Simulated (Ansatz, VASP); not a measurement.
**Sr in VASP and in Ansatz**

```
CELL_PARAMETERS angstrom
-2.41866 2.41866 2.41866
2.41866 -2.41866 2.41866
2.41866 2.41866 -2.41866
ATOMIC_POSITIONS crystal
Sr 0.00000 0.00000 0.00000
```

Change from the starting cell: volume scaled by 0.98.

Alike in both runs: task single point; functional PBE; k mesh 8 × 8 × 8; occupations fermi-dirac, width 0.05 eV; no spin polarisation.

|  | VASP | Ansatz |
| --- | --- | --- |
| version | VASP 6.6.1 | Ansatz 0.2.0 |
| potentials or method | VASP PAW PBE potentials, release 64 (Sr_sv), cutoff 520 eV | all-electron LAPW, scalar-relativistic |

|  | VASP | Ansatz | Ansatz less VASP |
| --- | --- | --- | --- |
| gap on the k mesh at the Fermi level (eV) | none | none | - |
| pressure (GPa) | -0.5 | -0.5 | -0.01 |

A gap of «none» marks a metal or a gap that the smearing closes. Ansatz ran all-electron here, so the differences hold the error of VASP's frozen core and of both bases.
